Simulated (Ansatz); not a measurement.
Te2Mo:

```
CELL_PARAMETERS angstrom
6.34645 0.00000 0.00000
0.00000 3.49422 0.00000
-0.54903 0.00000 14.85616
ATOMIC_POSITIONS crystal
Te 0.06309 0.50000 0.40139
Te 0.93626 0.00000 0.59892
Te 0.56720 0.00000 0.36206
Te 0.43254 0.50000 0.63827
Te 0.09105 0.00000 0.13792
Te 0.90945 0.50000 0.86175
Te 0.58109 0.50000 0.09855
Te 0.41935 0.00000 0.90115
Mo 0.31969 0.00000 0.50683
Mo 0.67978 0.50000 0.49352
Mo 0.18149 0.50000 0.00653
Mo 0.81900 0.00000 0.99309
```

The cell is a database's computed one.

| Property | Result |
| --- | --- |
| Program | Ansatz 0.2.0 |
| Task | relaxation of cell and atoms |
| Functional | RPBE |
| Dispersion | D3(BJ) |
| Potentials or basis | Ansatz PAW |
| Cutoff | 420 eV (not typed: the program's choice for these potentials) |
| k mesh | 4 × 8 × 2 |
| Occupations | fermi-dirac, width 0.05 eV |
| Spin | no spin polarisation |

At the start: volume 27.45 Å³/atom.

Problem. How do energy, volume and symmetry change on relaxing?

Solution. It ends after 11 steps and the volume is 18.85 Å³/atom (-31.3 %); space group P2_1/m (No. 11, to 0.05 Å).

The path:
| step | energy change (eV) | largest force (eV/Å) | volume (Å³) |
| --- | --- | --- | --- |
| 1 | 0.0000 | 1.2018 | 329.45 |
| 2 | -2.8438 | 1.5323 | 292.65 |
| 3 | -4.4203 | 1.6966 | 265.97 |
| 4 | -6.0015 | 1.0910 | 240.03 |
| 5 | -6.6411 | 0.5592 | 226.56 |
| 6 | -6.6899 | 0.6821 | 222.66 |
| 7 | -6.8525 | 0.2810 | 225.84 |
| 8 | -6.8590 | 0.0365 | 226.01 |
| 9 | -6.8594 | 0.0095 | 226.17 |
| 10 | -6.8594 | 0.0035 | 226.24 |
| 11 | -6.8430 | 0.0029 | 226.24 |

Final structure:
```
CELL_PARAMETERS angstrom
5.94023 0.00000 -0.24466
0.00000 3.14587 0.00000
-1.08660 0.00000 12.15118
ATOMIC_POSITIONS crystal
Te 0.02950 0.50000 0.38070
Te 0.97050 0.00000 0.61930
Te 0.53656 0.00000 0.33052
Te 0.46344 0.50000 0.66948
Te 0.10057 0.00000 0.17096
Te 0.89943 0.50000 0.82904
Te 0.60362 0.50000 0.11890
Te 0.39638 0.00000 0.88110
Mo 0.31554 0.00000 0.50454
Mo 0.68446 0.50000 0.49546
Mo 0.18847 0.50000 0.01101
Mo 0.81153 0.00000 0.98899
```

Caveat: the volume moved by over 15 % at a fixed basis, so the end points are rough; the plane-wave basis is chosen anew once the cell has moved, so the energies of steps on either side of that aren't comparable; the PAW data sets come from PBE, with cores solved anew for the run's functional, which leaves a small shift of forces and pressure.
